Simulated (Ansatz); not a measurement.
# Rh (fcc type): how the settings move a single-point run

Question: which choices in the input matter for Rh (fcc type)?

Computed with Ansatz 0.2.0 (reference: DFT, PBE, PAW with Ansatz's default frozen-core files, scalar-relativistic, unless a step's input says otherwise).

2 further runs of the same task are left out: 1 that didn't finish, 1 set aside as unsound or not needed.

## (1) The starting structure

It takes space group Fm-3m (No. 225, cubic). Conventional cell: a = 3.628 Å, b = 3.628 Å, c = 3.628 Å, α = 90.00°, β = 90.00°, γ = 90.00°. Rh (site symmetry m-3m) is surrounded by 12 Rh at 2.57 Å.

As a file:

```cif
data_structure
_symmetry_space_group_name_H-M 'Fm-3m'
_symmetry_Int_Tables_number 225
_cell_length_a 3.6280
_cell_length_b 3.6280
_cell_length_c 3.6280
_cell_angle_alpha 90.000
_cell_angle_beta 90.000
_cell_angle_gamma 90.000
_cell_volume 47.75
loop_
_atom_site_label
_atom_site_type_symbol
_atom_site_symmetry_multiplicity
_atom_site_Wyckoff_symbol
_atom_site_fract_x
_atom_site_fract_y
_atom_site_fract_z
_atom_site_occupancy
Rh1 Rh 4 a 0.00000 0.00000 0.00000 1
```

## (2) Reference

Input file input.yaml:

```yaml
crystal:
  lattice:
    - [0.0, 1.8140109973, 1.8140109973]
    - [1.8140109973, 0.0, 1.8140109973]
    - [1.8140109973, 1.8140109973, 0.0]
  atoms:
    - { symbol: Rh, position: [0.0, 0.0, 0.0] }
kpoints:
  mp_grid: { grid: [17, 17, 17] }
scf:
  occupations: { method: fermi_dirac, width: 0.05 }
hamiltonian:
  xc: pbe
  pseudopotentials: { kind: paw }
output:
  forces: true
  stress: true
  eigenvalues: true
  populations: true
```

Started as:

```console
ansatz run input.yaml --threads 1 --pin off --max-ram 2048MiB --backend cpu --events-out ev --progress --plain --runs-dir out
```

## (3) Variant: chi_scale 0.1, dr2_threshold 1.0e-08

Edit input.yaml of step 2 so:

```diff
@@ -11,2 +11,4 @@
   occupations: { method: fermi_dirac, width: 0.05 }
+  initial_density: { chi_scale: 0.1 }
+  convergence: { dr2_threshold: 1.0e-08 }
 hamiltonian:
```

Q: Predict the outcome of this session. Wanted: for each run, ending; energy change; pressure; gap; force.

As calculated:

| run | ending | energy change | pressure (GPa) | gap (eV) | force (eV/Å) | cycles | time |
| --- | --- | --- | --- | --- | --- | --- | --- |
| reference | converged | 0 | 63.3 | 0.00 | 0.00 | 6 | 2.2 s |
| 1: chi_scale 0.1, dr2_threshold 1.0e-08 | converged | 0.0 meV/atom | 63.3 | 0.00 | 0.00 | 7 | 2.4 s |

Residual by cycle in the longest SCF loop of each run; runs are numbered as in the table. The quantity is the density residual dr2, in eV.

| cycle | reference | run 1 |
| --- | --- | --- |
| 1 | 5.7e-4 | 1.39 |
| 2 | 7.3e-5 | 0.0674 |
| 3 | 1.7e-5 | 0.0073 |
| 4 | 1.8e-7 | 1.9e-5 |
| 5 | 3.0e-9 | 5.1e-7 |
| 6 | 2.1e-10 | 2.6e-8 |
| 7 | - | 2.8e-9 |

With the changed start and convergence setting the energy agrees within 0.5 meV/atom. Cost: 7 SCF cycles against 6. The structure is not at rest: the sound run finds 63 GPa, so these are no properties of the relaxed crystal. 
